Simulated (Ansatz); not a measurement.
# Dielectric response of NaH (001) films, part 2 of 5

Aim: the electronic and static ε of rocksalt NaH (001) from films of three thicknesses in a field.

Ansatz 0.2.0; plane-wave DFT, PBE, Ansatz PAW (the session's first sound run).

So far. Step 2 (Relaxation, 6 atoms, units 3): The gap is 3.22 eV, with the valence edge 4.19 eV and the conduction edge 0.97 eV under the upper vacuum level.

### Step 3. The relaxed film, single point, 6 atoms, units 3

The film was relaxed beforehand; a single point on the relaxed positions gives its levels and potential.

input.yaml

```yaml
crystal:
  lattice:
    - [3.45068109, 0.0, 0.0]
    - [0.0, 3.45068109, 0.0]
    - [0.0, 0.0, 22.88]
  atoms:
    - { symbol: Na, position: [0.5, 0.5, 0.3957811853] }
    - { symbol: H, position: [0.0, 0.0, 0.394595971] }
    - { symbol: Na, position: [0.0, 0.0, 0.5000000011] }
    - { symbol: H, position: [0.5, 0.5, 0.4999999991] }
    - { symbol: Na, position: [0.5, 0.5, 0.6042188166] }
    - { symbol: H, position: [0.0, 0.0, 0.6054040271] }
kpoints:
  mp_grid: { grid: [8, 8, 1] }
hamiltonian:
  xc: pbe
scf:
  occupations: { method: fixed }
  convergence: { dr2_threshold: 1.0e-09 }
efield:
  axis: 3
  dipole_correction: true
  ramp_position: 0.97
  ramp_width: 0.06
output:
  eigenvalues: true
  write_potential: true
  write_density: true
  volumetric_format: npy
```

Launch:

```console
> ansatz run input.yaml --threads 8 --pin off --max-ram 12288MiB --backend cpu --events-out ev --progress --plain --runs-dir out
```

Numbers of over 12 decimals in the logs are rounded to 6 here.

Log:

```text
[...]
Crystal: 6 atoms, lattice volume = 272.437 Å³
Basis set: ecut = 420 eV, 5297 PW (Γ)
Bands: 21, of which v1, the nominal top of the filled ones, is band 15 counted from 1 (14 counted from 0)
Symmetry: 8 space group operations
k-points: 15 of 64
[...]
SCF iter   1: F=—  HF=-4507.727850 eV  |F-HF|=—  |Δ(HF+E_count)|=         —  Δρ=5.77e-4  dr2=1.40e-3  ethr=1.77e-3  p=0.000 e·Å  D=2.57e-8 V/Å  ΔV_dip=-0.00 eV  dr2_dipole=4.20e-10  V_vac-E_F(+/−)=4.23/4.23 eV  ⟨swp⟩=4.8  Hψ=1223  notcnv=0  defer=49
[...]
SCF iter   7: F=-4507.727867 eV  HF=-4507.727867 eV  |F-HF|=2.10e-9  |Δ(HF+E_count)|=   3.63e-8  Δρ=1.94e-7  dr2=4.98e-11  ethr=3.28e-12  p=0.000 e·Å  D=1.36e-8 V/Å  ΔV_dip=-0.00 eV  dr2_dipole=1.43e-15  V_vac-E_F(+/−)=4.19/4.19 eV  ⟨swp⟩=3.1  Hψ=1104  notcnv=0
SCF 1 converged in 7 iterations: F = -4507.727867 eV  dr2 = 4.98e-11
[...]
WARN: The output density's exchange-correlation potential varies sharply where the density is thin. Do not read a vacuum level from v_tot or v_xc, or from such a field of the output density. On a cell that repeats whose density bears no net charge and no dipole along the vacuum's axis use v_es (v_loc + v_h of the components); under efield.dipole_correction with no amplitude use v_es + v_field, which holds any externa [...]
SCF converged after 7 iterations
Free energy (F): -4507.727867 eV
[...]
Internal energy: -4507.727867 eV  (E = F + TS)
E sigma→0 (E₀):  -4507.727867 eV
Fermi energy:    -2.550922 eV
Dipole field:    D = 0.000000 V/Å  (p = 0.000000 e·Å, saw-weighted, corrected)
Work function:   Φ+ = 4.1876 eV   Φ− = 4.1876 eV
[...]
--- Band table (eV; the first three rows and the last of 15) ---
  k-point 0: bands = [... 11 lower, -24.8720, -5.9177, -4.8304, -3.5598, 0.6699, 0.8851, 1.8689, 2.2983, ... 2 higher]
  k-point 1: bands = [... 11 lower, -24.8715, -5.7475, -4.6784, -3.4613, 0.8546, 1.0326, 2.0485, 2.4885, ... 2 higher]
  k-point 2: bands = [... 11 lower, -24.8702, -5.2565, -4.2570, -3.2474, 1.3537, 1.3910, 2.5336, 2.9180, ... 2 higher]
  k-point 14: bands = [... 11 lower, -24.8796, -2.8816, -2.6512, -2.5509, 2.1737, 2.1737, 3.3299, 3.3299, ... 2 higher]
```

Run time: 2.2 s. Hardware: 8 threads of Arm Neoverse N1, shared host; peak memory 0.62 GiB; 15 s of CPU time.

In the SCF lines HF is the Harris–Foulkes energy and dr2 the Hartree energy of the density residual, in eV; the loop may stop once dr2 is under the threshold and the program's other checks hold. Hψ counts applications of the Hamiltonian.

Numbers from this step:

```yaml
gap_on_the_k_mesh: 3.221 eV
dipole_along_the_normal: 8.61e-8 e·Å
electron_affinity_upper_face: 0.9669 eV
```

Running mean over 2.44 Å of the planar mean; the ramp of the sawtooth is left out. Table of electron's electrostatic potential energy less the highest filled level by z:

```
z (Å)  electron's electrostatic potential energy less the highest filled level (eV)
  3.5                                                                          4.19
  4.0                                                                          4.19
  4.5                                                                          4.19
  5.0                                                                          4.19
  5.5                                                                          4.18
  6.0                                                                          4.17
  6.5                                                                          4.11
  7.0                                                                          3.94
  7.5                                                                          3.24
  8.0                                                                          1.43
  8.5                                                                         0.388
  9.0                                                                         0.144
  9.5                                                                        0.0719
 10.0                                                                       -0.0440
 10.5                                                                       -0.0304
 11.0                                                                        0.0892
 11.5                                                                         0.107
 12.0                                                                        0.0730
 12.5                                                                       -0.0604
 13.0                                                                      -0.00877
 13.5                                                                        0.0865
 14.0                                                                         0.176
 14.5                                                                         0.524
 15.0                                                                          1.89
 15.5                                                                          3.51
 16.0                                                                          4.00
 16.5                                                                          4.13
 17.0                                                                          4.17
 17.5                                                                          4.18
 18.0                                                                          4.19
 18.5                                                                          4.19
 19.0                                                                          4.19
 19.5                                                                          4.19
```

The gap is 3.22 eV, with the valence edge 4.19 eV and the conduction edge 0.97 eV under the upper vacuum level.

### Step 4. Single point, 6 atoms, units 3, field 0.1 V/Å

A sawtooth potential applies the field, turning back in the middle of the vacuum. With the dipole correction the typed value is the field outside the slab. The induced dipole is small, so the SCF threshold is tight.

Changes to input.yaml since step 3:

```diff
@@ -18,3 +18,3 @@
   occupations: { method: fixed }
-  convergence: { dr2_threshold: 1.0e-09 }
+  convergence: { dr2_threshold: 1.0e-10 }
 efield:
@@ -24,4 +24,4 @@
   ramp_width: 0.06
+  amplitude: 0.1
 output:
-  eigenvalues: true
   write_potential: true
```

Log:

```text
[...]
Crystal: 6 atoms, lattice volume = 272.437 Å³
Basis set: ecut = 420 eV, 5297 PW (Γ)
Bands: 21, of which v1, the nominal top of the filled ones, is band 15 counted from 1 (14 counted from 0)
Symmetry: 8 space group operations
k-points: 15 of 64
[...]
SCF iter   1: F=—  HF=-4509.559200 eV  |F-HF|=—  |Δ(HF+E_count)|=         —  Δρ=3.47e-2  dr2=4.86e0  ethr=3.10e-3  p=0.051 e·Å  D=3.41e-2 V/Å  ΔV_dip=-0.78 eV  dr2_dipole=6.59e-4  V_vac-E_F(+/−)=9.62/8.31 eV  ⟨swp⟩=5.9  Hψ=1267  notcnv=0  defer=57
[...]
SCF iter  11: F=-4507.729697 eV  HF=-4507.729697 eV  |F-HF|=1.27e-11  |Δ(HF+E_count)|=  3.43e-10  Δρ=6.34e-8  dr2=7.21e-12  ethr=1.00e-12  p=0.037 e·Å  D=2.43e-2 V/Å  ΔV_dip=-0.56 eV  dr2_dipole=4.77e-15  V_vac-E_F(+/−)=4.89/3.35 eV  ⟨swp⟩=2.9  Hψ=817  notcnv=0
SCF 1 converged in 11 iterations: F = -4507.729697 eV  dr2 = 7.21e-12
[...]
SCF converged after 11 iterations
[...]
Free energy (F): -4507.729697 eV
[...]
Internal energy: -4507.729697 eV  (E = F + TS)
E sigma→0 (E₀):  -4507.729697 eV
Fermi energy:    -2.511826 eV
Dipole field:    D = 0.024316 V/Å  (p = 0.036609 e·Å, saw-weighted, corrected)
Work function:   not extracted (applied field tilts the vacuum); planar V_es + V_field profile in the machine report
[...]
--- Band table (eV; the first three rows and the last of 15) ---
  k-point 0: bands = [... 11 lower, -24.8730, -5.9214, -4.8317, -3.5585, 0.5085, 1.0131, 1.6073, 2.4721, ... 2 higher]
  k-point 1: bands = [... 11 lower, -24.8724, -5.7511, -4.6798, -3.4599, 0.6848, 1.1728, 1.7842, 2.6604, ... 2 higher]
  k-point 2: bands = [... 11 lower, -24.8711, -5.2603, -4.2588, -3.2454, 1.1523, 1.5702, 2.2811, 2.9334, ... 2 higher]
  k-point 14: bands = [... 11 lower, -24.8805, -2.8828, -2.6926, -2.5118, 2.1701, 2.1701, 3.3287, 3.3287, ... 2 higher]
```

Run time: 2.4 s. Hardware: 8 threads; peak memory 0.6 GiB; 17 s of CPU time.

Numbers from this step:

| Quantity | Value |
| --- | --- |
| gap on the k-mesh | 3.020 eV |
| dipole along the normal | 0.03661 e·Å |

The dipole is 0.0366 e·Å, and the gap on the mesh 3.020 eV.

### Step 5. Atoms held, 6 atoms, units 3, field -0.1 V/Å

Changes to input.yaml since step 4:

```diff
@@ -24,3 +24,3 @@
   ramp_width: 0.06
-  amplitude: 0.1
+  amplitude: -0.1
 output:
```

Log:

```text
[...]
Crystal: 6 atoms, lattice volume = 272.437 Å³
Basis set: ecut = 420 eV, 5297 PW (Γ)
Bands: 21, of which v1, the nominal top of the filled ones, is band 15 counted from 1 (14 counted from 0)
Symmetry: 8 space group operations
k-points: 15 of 64
[...]
k-point 0: bands = [... 11 lower, -24.8730, -5.9214, -4.8317, -3.5585, 0.5085, 1.0131, 1.6073, 2.4721, ... 2 higher]
  k-point 1: bands = [... 11 lower, -24.8724, -5.7511, -4.6798, -3.4599, 0.6848, 1.1728, 1.7842, 2.6604, ... 2 higher]
  k-point 2: bands = [... 11 lower, -24.8711, -5.2603, -4.2588, -3.2454, 1.1523, 1.5702, 2.2811, 2.9334, ... 2 higher]
  k-point 14: bands = [... 11 lower, -24.8805, -2.8828, -2.6926, -2.5118, 2.1701, 2.1701, 3.3287, 3.3287, ... 2 higher]
[key lines of the parts left out:]
SCF converged after 11 iterations
Free energy (F): -4507.729697 eV
Fermi energy:    -2.511826 eV
Dipole field:    D = -0.024316 V/Å  (p = -0.036609 e·Å, saw-weighted, corrected)
```

Elapsed: 2.4 s, on 8 threads; peak memory 0.6 GiB.

The dipole is -0.0366 e·Å, and the gap on the mesh 3.020 eV.

### Step 6. Response with the atoms held, 6 atoms, units 3

This step: plane-wave DFT, PBE, Ansatz PAW; response to a field along the normal, atoms held (Ansatz 0.2.0).

The two fields give this film's response with the atoms held: the electronic part.

Numbers from this step:

```
equivalent conductor thickness p/(ε₀AE) : 5.563 Å
distance between the outer atoms        : 4.823 Å
thickness                               : 7.32 Å
```

Local field over the applied field, running mean. From the potentials at -0.1 and 0.1 V/Å; running mean over 2.44 Å, taken twice. The local field over applied field by z:

z (Å), local field over applied field and a bar from the least value:
```
      4.5      0.995 ##############################
      5.0      0.987 ##############################
      5.5      0.969 #############################
      6.0      0.934 ###########################
      6.5      0.869 #########################
      7.0      0.772 ####################
      7.5      0.652 ###############
      8.0      0.529 ##########
      8.5      0.423 #####
      9.0      0.347 ##
      9.5      0.310 
     10.0      0.300 
     10.5      0.304 
     11.0      0.309 
     11.5      0.311 
     12.0      0.308 
     12.5      0.302 
     13.0      0.301 
     13.5      0.316 #
     14.0      0.362 ###
     14.5      0.446 ######
     15.0      0.558 ###########
     15.5      0.682 ################
     16.0      0.798 #####################
     16.5      0.888 #########################
     17.0      0.945 ############################
     17.5      0.975 #############################
     18.0      0.990 ##############################
     18.5      0.996 ##############################
```

Electrons, planar mean, per unit field. Induced electron density against z:

```
z (Å)  induced electron density (e/Å³ per V/Å)
  4.5                                   1.1e-5
  5.0                                   3.1e-5
  5.5                                   8.2e-5
  6.0                                   2.0e-4
  6.5                                   4.8e-4
  7.0                                  0.00104
  7.5                                  0.00200
  8.0                                  0.00303
  8.5                                  0.00291
  9.0                                  -8.6e-5
  9.5                                 -0.00262
 10.0                                 -0.00133
 10.5                                  0.00122
 11.0                                  0.00238
 11.5                                  -4.0e-4
 12.0                                 -0.00245
 12.5                                  -6.3e-4
 13.0                                  0.00189
 13.5                                  0.00233
 14.0                                  -8.4e-4
 14.5                                 -0.00314
 15.0                                 -0.00282
 15.5                                 -0.00174
 16.0                                  -8.7e-4
 16.5                                  -3.9e-4
 17.0                                  -1.6e-4
 17.5                                  -6.5e-5
 18.0                                  -2.4e-5
 18.5                                  -8.7e-6
```

By hand: between -0.1 and 0.1 V/Å the dipole changes by 0.07322 e·Å, a slope of 0.3661 e·Å²/V. A perfect conductor of thickness t has p = ε₀AEt, so t = 180.95 × 0.3661 / 11.907 = 5.56 Å (e/ε₀ = 180.95 V·Å, A in Å²).

The induced dipole is that of a conductor 5.56 Å thick.

### Step 7. Field on, atoms free, 6 atoms, field 0.05 V/Å

This step: plane-wave DFT, PBE, Ansatz PAW (Ansatz 0.2.0).

Now the atoms may follow the field. A weak field makes forces of meV/Å to tens of meV/Å, so the force tolerance is set well below the usual one.

Changes to input.yaml since step 5:

```diff
@@ -24,3 +24,6 @@
   ramp_width: 0.06
-  amplitude: -0.1
+  amplitude: 0.05
+relax:
+  f_tol: 0.0006
+  max_steps: 70
 output:
```

Log:

```text
[...]
Crystal: 6 atoms, lattice volume = 272.437 Å³
Basis set: ecut = 420 eV, 5297 PW (Γ), exchange–correlation on 48×48×320 points (8 copies of the dense FFT grid, shifted against one another)
Bands: 21, of which v1, the nominal top of the filled ones, is band 15 counted from 1 (14 counted from 0)
Symmetry: 8 space group operations
k-points: 15 of 64
[...]
SCF iter   1: F=—  HF=-4509.557220 eV  |F-HF|=—  |Δ(HF+E_count)|=         —  Δρ=3.47e-2  dr2=4.86e0  ethr=3.10e-3  p=0.026 e·Å  D=1.70e-2 V/Å  ΔV_dip=-0.39 eV  dr2_dipole=1.64e-4  V_vac-E_F(+/−)=9.31/8.65 eV  ⟨swp⟩=5.9  Hψ=1286  notcnv=0  defer=57
[...]
SCF iter  11: F=-4507.728188 eV  HF=-4507.728188 eV  |F-HF|=7.28e-12  |Δ(HF+E_count)|=  7.48e-10  Δρ=4.74e-8  dr2=4.27e-12  ethr=1.00e-12  p=0.018 e·Å  D=1.22e-2 V/Å  ΔV_dip=-0.28 eV  dr2_dipole=2.86e-15  V_vac-E_F(+/−)=4.54/3.78 eV  ⟨swp⟩=5.7  Hψ=1246  notcnv=0
SCF 1 converged in 11 iterations: F = -4507.728188 eV  dr2 = 4.27e-12
[...]
relax step   1: F+E_penalty+E_count = -4507.72818781 eV  Δ(F+E_penalty+E_count) = +0.000e0 eV  max|allowed force component| = 1.684e-2 eV/Å  Δτ_max = 0.0000 Å  (11 SCF iters, accepted)
[...]
SCF iter   7: F=-4507.727281 eV  HF=-4507.727281 eV  |F-HF|=4.64e-11  |Δ(HF+E_count)|=   4.82e-9  Δρ=1.15e-7  dr2=5.25e-11  ethr=1.00e-12  p=0.038 e·Å  D=2.52e-2 V/Å  ΔV_dip=-0.58 eV  dr2_dipole=4.11e-12  V_vac-E_F(+/−)=4.40/3.93 eV  ⟨swp⟩=6.5  Hψ=1328  notcnv=0
SCF 2 converged in 7 iterations: F = -4507.727281 eV  dr2 = 5.25e-11
relax step   2: F+E_penalty+E_count = -4507.72728064 eV  Δ(F+E_penalty+E_count) = +9.072e-4 eV  max|allowed force component| = 4.602e-2 eV/Å  Δτ_max = 0.0176 Å  (7 SCF iters, rejected (line search))
SCF iter   1: F=—  HF=-4507.728703 eV  |F-HF|=—  |Δ(HF+E_count)|=         —  Δρ=3.32e-4  dr2=8.89e-4  ethr=3.96e-5  p=0.038 e·Å  D=2.52e-2 V/Å  ΔV_dip=-0.58 eV  dr2_dipole=3.54e-4  V_vac-E_F(+/−)=4.40/3.93 eV  ⟨swp⟩=3.1  Hψ=668  notcnv=0  defer=60
[...]
SCF iter   7: F=-4507.728349 eV  HF=-4507.728349 eV  |F-HF|=7.46e-11  |Δ(HF+E_count)|=   1.81e-9  Δρ=1.35e-7  dr2=3.87e-11  ethr=1.00e-12  p=0.025 e·Å  D=1.65e-2 V/Å  ΔV_dip=-0.38 eV  dr2_dipole=4.55e-15  V_vac-E_F(+/−)=4.51/3.84 eV  ⟨swp⟩=4.5  Hψ=1390  notcnv=0
SCF 3 converged in 7 iterations: F = -4507.728349 eV  dr2 = 3.87e-11
relax step   3: F+E_penalty+E_count = -4507.72834873 eV  Δ(F+E_penalty+E_count) = -1.609e-4 eV  max|allowed force component| = 2.402e-3 eV/Å  Δτ_max = 0.0051 Å  (7 SCF iters, accepted)
[...]
relax step   4: F+E_penalty+E_count = -4507.72831101 eV  Δ(F+E_penalty+E_count) = +3.772e-5 eV  max|allowed force component| = 1.410e-2 eV/Å  Δτ_max = 0.0039 Å  (6 SCF iters, rejected (line search))
SCF iter   1: F=—  HF=-4507.728358 eV  |F-HF|=—  |Δ(HF+E_count)|=         —  Δρ=8.68e-5  dr2=6.07e-5  ethr=1.90e-6  p=0.023 e·Å  D=1.52e-2 V/Å  ΔV_dip=-0.35 eV  dr2_dipole=1.02e-5  V_vac-E_F(+/−)=4.52/3.82 eV  ⟨swp⟩=2.7  Hψ=628  notcnv=0  defer=60
[...]
SCF iter   6: F=-4507.728350 eV  HF=-4507.728350 eV  |F-HF|=7.91e-11  |Δ(HF+E_count)|=  5.90e-10  Δρ=7.37e-8  dr2=2.01e-11  ethr=1.00e-12  p=0.025 e·Å  D=1.64e-2 V/Å  ΔV_dip=-0.38 eV  dr2_dipole=5.77e-13  V_vac-E_F(+/−)=4.51/3.84 eV  ⟨swp⟩=6.0  Hψ=1269  notcnv=0
SCF 5 converged in 6 iterations: F = -4507.728350 eV  dr2 = 2.01e-11
relax step   5: F+E_penalty+E_count = -4507.72834968 eV  Δ(F+E_penalty+E_count) = -9.548e-7 eV  max|allowed force component| = 1.120e-4 eV/Å  Δτ_max = 0.0006 Å  (6 SCF iters, accepted)
NSCF: frozen V_eff on 15 k-points
[...]
SCF converged after 6 iterations
[...]
Free energy (F): -4507.728350 eV
[...]
Internal energy: -4507.728350 eV  (E = F + TS)
E sigma→0 (E₀):  -4507.728350 eV
Fermi energy:    -2.550772 eV
Dipole field:    D = 0.016408 V/Å  (p = 0.024704 e·Å, saw-weighted, corrected)
Work function:   not extracted (applied field tilts the vacuum); planar V_es + V_field profile in the machine report
[...]
--- Forces (eV/Å), atoms counted from 1 ---
  atom   1  Na     0.00000000     0.00000000     0.00001474
  atom   2  H      0.00000000     0.00000000     0.00009819
  atom   3  Na     0.00000000     0.00000000    -0.00011318
  atom   4  H     -0.00000000     0.00000000    -0.00007301
  atom   5  Na     0.00000000     0.00000000     0.00001471
  atom   6  H      0.00000000     0.00000000     0.00005166
  max |Σ_I F_I| component: 6.90e-6 eV/Å
--- Band table (eV; the first three rows and the last of 15) ---
  k-point 0: bands = [... 11 lower, -24.8708, -5.9186, -4.8306, -3.5588, 0.6467, 0.9000, 1.8145, 2.3471, ... 2 higher]
  k-point 1: bands = [... 11 lower, -24.8702, -5.7483, -4.6786, -3.4603, 0.8290, 1.0506, 1.9940, 2.5368, ... 2 higher]
  k-point 2: bands = [... 11 lower, -24.8689, -5.2573, -4.2573, -3.2467, 1.3085, 1.4302, 2.4837, 2.9276, ... 2 higher]
  k-point 14: bands = [... 11 lower, -24.8781, -2.8818, -2.6524, -2.5508, 2.1730, 2.1730, 3.3299, 3.3299, ... 2 higher]
--- Relaxed structure (5 steps of the walk, 3 accepted, 0 SCFs on fresh bases) ---
  F+E_penalty+E_count = -4507.72834968 eV   max|allowed force component| = 1.120e-4 eV/Å
  atoms:
    - { symbol: Na, position: [0.5, 0.5, 0.395990] }
    - { symbol: H, position: [0, 0.0, 0.394466] }
    - { symbol: Na, position: [0, 0.0, 0.500119] }
    - { symbol: H, position: [0.5, 0.5, 0.499916] }
    - { symbol: Na, position: [0.5, 0.5, 0.604333] }
    - { symbol: H, position: [0, 0.0, 0.605176] }
```

The job ended after 6.3 s (8 threads; peak memory 0.62 GiB; 45 s of CPU time).

Relaxation path:

```
step  energy less that of the first step (eV)  largest force component (eV/Å)
   1                                   0.0000                          0.0168
   2                                   0.0009                          0.0460
   3                                  -0.0002                          0.0024
   4                                  -0.0001                          0.0141
   5                                  -0.0002                          0.0001
```

Relaxation steps 2, 4 were tried and not accepted.

The run keeps the 8 symmetry operations that it works with, so distortions that break them were not tested.

Final coordinates:

```cif
data_structure
_symmetry_space_group_name_H-M 'P 1'
_symmetry_Int_Tables_number 1
_cell_length_a 3.4507
_cell_length_b 3.4507
_cell_length_c 22.8800
_cell_angle_alpha 90.000
_cell_angle_beta 90.000
_cell_angle_gamma 90.000
_cell_volume 272.44
loop_
_atom_site_label
_atom_site_type_symbol
_atom_site_fract_x
_atom_site_fract_y
_atom_site_fract_z
_atom_site_occupancy
Na1 Na 0.50000 0.50000 0.39599 1
H2 H 0.00000 0.00000 0.39447 1
Na3 Na 0.00000 0.00000 0.50012 1
H4 H 0.50000 0.50000 0.49992 1
Na5 Na 0.50000 0.50000 0.60433 1
H6 H 0.00000 0.00000 0.60518 1
```

Numbers from this step:

* gap on the k-mesh: 3.198 eV
* dipole along the normal: 0.02470 e·Å

The relaxation took 5 steps and lowered the energy by 1.6e-4 eV; the largest force on the free atoms ends at 1.1e-4 eV/Å.

The dipole is 0.0247 e·Å, and the gap on the mesh 3.198 eV.

[end of part 2 of 5]

[Logs are printed without paths, hosts, clocks, repeated set-up lines and the standing remarks that a program may print on its own settings, such as how far it seeks lower states.]

[Hosts, paths, dates, database ids (printed as entryN), source tags and the programs' standing remarks are cut or masked in the printed files.]

[Maps of the electrostatic potential energy from Ansatz leave out the sawtooth potential of an applied field or a dipole correction, so their vacuum need not be flat; planar profiles and work functions include it.]
